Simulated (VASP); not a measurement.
Set up this calculation in VASP 6.6.1, as the native input.

```yaml
Task: single point
Functional: PBE0
Potentials_or_basis: VASP PAW PBE potentials, release 64 (Zn, Si, P)
Cutoff: 520 eV
k_mesh: 4 × 4 × 4
Occupations: gaussian, width 0.02 eV
Spin: no spin polarisation
Grid_for_exact_exchange_PRECFOCK: Fast
Exchange_at_q_=_0: default
Further_INCAR_settings: ALGO = Normal; EDIFF = 1e-06
```

ZnSiP2:

```
Zn Si P
1.0
    -2.67895    2.67895    5.22200
     2.67895   -2.67895    5.22200
     2.67895    2.67895   -5.22200
Zn Si P
2 2 4
Direct
  0.00000 0.00000 0.00000
  0.75000 0.25000 0.50000
  0.50000 0.50000 0.00000
  0.25000 0.75000 0.50000
  0.37500 0.38985 0.51485
  0.87500 0.86015 0.48515
  0.61015 0.12500 0.98515
  0.13985 0.62500 0.01485
```

The cell is a database's computed one.

The input as run:

POSCAR

```
ZnSiP2
1.0
   -2.6789500000      2.6789500000      5.2220000000
    2.6789500000     -2.6789500000      5.2220000000
    2.6789500000      2.6789500000     -5.2220000000
Zn Si P
2 2 4
Direct
    0.0000000000      1.0000000000      0.0000000000
    0.7500000000      0.2500000000      0.5000000000
    0.5000000000      0.5000000000      0.0000000000
    0.2500000000      0.7500000000      0.5000000000
    0.3750000000      0.3898500000      0.5148500000
    0.8750000000      0.8601500000      0.4851500000
    0.6101500000      0.1250000000      0.9851500000
    0.1398500000      0.6250000000      0.0148500000
```

INCAR.step1

```
PREC = Accurate ; ENCUT = 520
EDIFF = 1E-5 ; ISMEAR = 0
SIGMA = 0.02 ; LREAL = F
LASPH = T ; NELM = 100
ALGO = Normal ; ISIF = 2
LWAVE = T ; LCHARG = F
GGA = PE
```

INCAR.step2

```
PREC = Accurate ; ENCUT = 520
EDIFF = 1E-6 ; ISMEAR = 0
SIGMA = 0.02 ; LREAL = F
LASPH = T ; NELM = 100
ALGO = Normal ; ISIF = 2
LWAVE = F ; LCHARG = F
GGA = PE ; LHFCALC = T
AEXX = 0.25 ; PRECFOCK = Fast
ISTART = 1
```

KPOINTS

```
regular mesh
0
Gamma
  4 4 4
```

Potentials or basis: VASP PAW PBE potentials, release 64 (Zn, Si, P).

The run is started by

```console
$ cat potpaw_PBE.64/Zn/POTCAR potpaw_PBE.64/Si/POTCAR potpaw_PBE.64/P/POTCAR > POTCAR
$ cp INCAR.step1 INCAR
$ mpirun -np 1 vasp_std > vasp.out
$ cp INCAR.step2 INCAR
$ mpirun -np 1 vasp_std > vasp.out
```

It gave:

| Item | Value |
| --- | --- |
| Pressure | 1.1 GPa |
| Largest force | 0.344 eV/Å |
| Band gap on the k mesh | 2.64 eV, direct |

Caveat: the PAW data sets were made with another functional, which shifts forces and pressure a little.

Run time: 2.8 h on 1 thread of Intel(R) Xeon(R) Platinum 8259CL CPU @ 2.50GHz (Skylake/Cascade Lake) (shared host), peak memory 0.39 GiB.
